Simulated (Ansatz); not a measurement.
Wanted: the native input for an Ansatz 0.2.0 run.

```
Task                : single point
Functional          : HSE06
Potentials or basis : Ansatz PAW
Cutoff              : 420 eV (not typed: the program's choice for these potentials)
k mesh              : 4 × 4 × 4
Occupations         : fermi-dirac, width 0.05 eV
Spin                : spin-orbit coupling, no magnetisation
```

The system is HfN.

```
Hf N
1.0
     2.82503    0.00000    0.00000
     0.00000    2.82503    0.00000
     0.00000    0.00000    2.82503
Hf N
1 1
Direct
  0.50000 0.50000 0.50000
  0.00000 0.00000 0.00000
```

The cell was built by a generator and needn't be a form met in nature.

These files were run (other wordings do the same):

input

```
crystal:
  lattice:
    - [2.82503, 0.0, 0.0]
    - [0.0, 2.82503, 0.0]
    - [0.0, 0.0, 2.82503]
  atoms:
    - { symbol: Hf, position: [0.5, 0.5, 0.5] }
    - { symbol: "N", position: [0.0, 0.0, 0.0] }
hamiltonian:
  xc: hse06
  pseudopotentials: { kind: paw_fr }
magnetization:
  noncollinear: true
  spin_orbit: true
kpoints:
  mp_grid: { grid: [4, 4, 4] }
scf:
  occupations: { method: fermi_dirac, width: 0.05 }
output:
  forces: true
  stress: true
  eigenvalues: true
```

It gave:

The pressure is -7.2 GPa and the band gap on the k mesh is none (metal or under the smearing width).

Caveat: the k mesh is coarse (spacing up to 0.56 Å⁻¹), so the values aren't converged, least of all with exact exchange; the pressure holds a Pulay correction of +0.3 GPa for the finite cutoff; the PAW data sets come from PBE, with cores solved anew for the run's functional, which leaves a small shift of forces and pressure; the thresholds are loose for stress.

It took 56 s on 1 × NVIDIA H100 80GB HBM3 with 2 threads of AMD EPYC 7R13 Processor (Zen 3), on a shared host, peak memory 1.7 GiB.
